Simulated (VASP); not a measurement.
Given:

ZnTe has the cubic space group F-43m (No. 216), the zinc blende structure, Pearson symbol cF8. Conventional cell: a = b = c = 6.0922 Å, α = β = γ = 90.00°. Zn on 4a sees 4 Te at 2.638 Å (tetrahedral). Te on 4d has 4 Zn at 2.638 Å (tetrahedral). (Neighbours: up to the widest gap in distance over summed covalent radii, below 1.35, at either atom; cation-cation and far metal-metal contacts left out.)
(The calculation used a cell of 2 atoms; values per cell refer to that cell.)

Calculation: AM05 GGA, VASP's PBE PAW potentials (set 64) (plane waves; VASP). Settings: 520 eV cut-off, 8×8×8 Γ-centred mesh, Gaussian smearing of 0.050 eV, potentials Zn Te.

Problem. Give the energy at these volumes per atom, relative to the lowest: 26.56, 27.41, 28.26, 29.10, 29.95 Å³.

Solution. 17.1, 4.1, 0.0, 3.5, 13.4 meV/atom. A third-order Birch-Murnaghan fit gives B0 = 47.6 GPa and B0′ = 4.7.

Measured: bulk modulus 51.0 GPa (computed value off by -6.6 %), as given by Determination of phase transition pressures of ZnTe under quasihydrostatic conditions, doi 10.1007/BF00998350 (1994); a 6.104 Å (computed value off by -0.2 %), as given by Martin Albrecht et al., Physical review. B, Condensed matter (1997), arXiv:cond-mat/9706128. The calculation is for a static lattice, while the measured bulk modulus, a hold thermal and zero-point effects, which are part of the difference.

The compound is ZnTe in the zinc blende structure. It was relaxed first.
